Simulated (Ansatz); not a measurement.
PbS (Galena):

```
CELL_PARAMETERS angstrom
0.00000 2.96575 2.96575
2.96575 0.00000 2.96575
2.96575 2.96575 0.00000
ATOMIC_POSITIONS crystal
Pb 0.00000 0.00000 0.00000
S 0.50000 0.50000 0.50000
```

```yaml
Program: Ansatz 0.2.0
Task: relaxation of cell and atoms
Functional: BLYP
Potentials_or_basis: Ansatz PAW
Cutoff: "420 eV (not typed: the program's choice for these potentials)"
k_mesh: 8 × 8 × 8
Occupations: fermi-dirac, width 0.05 eV
Spin: no spin polarisation
```

At the start: volume 26.09 Å³/atom.

**Question.** How do energy, volume and symmetry change on relaxing?

**Answer.** It ends after 5 steps and the volume is 28.90 Å³/atom (+10.8 %); space group Fm-3m (No. 225, to 0.05 Å).

Step by step:
| step | energy change (eV) | largest force (eV/Å) | volume (Å³) |
| --- | --- | --- | --- |
| 1 | 0.0000 | 0.0000 | 52.17 |
| 2 | -0.0796 | 0.0000 | 60.18 |
| 3 | -0.0929 | 0.0000 | 58.16 |
| 4 | -0.0933 | 0.0000 | 57.80 |
| 5 | -0.0939 | 0.0000 | 57.80 |

Final structure:
```cif
data_structure
_symmetry_space_group_name_H-M 'P 1'
_symmetry_Int_Tables_number 1
_cell_length_a 4.3398
_cell_length_b 4.3398
_cell_length_c 4.3398
_cell_angle_alpha 60.000
_cell_angle_beta 60.000
_cell_angle_gamma 60.000
_cell_volume 57.80
loop_
_atom_site_label
_atom_site_type_symbol
_atom_site_fract_x
_atom_site_fract_y
_atom_site_fract_z
_atom_site_occupancy
Pb1 Pb 0.00000 0.00000 0.00000 1
S1 S 0.50000 0.50000 0.50000 1
```

Caveat: the plane-wave basis is chosen anew once the cell has moved, so the energies of steps on either side of that aren't comparable; the volume moved by +11 % from the deposited cell, more than functionals usually miss; the PAW data sets come from PBE, with cores solved anew for the run's functional, which leaves a small shift of forces and pressure.
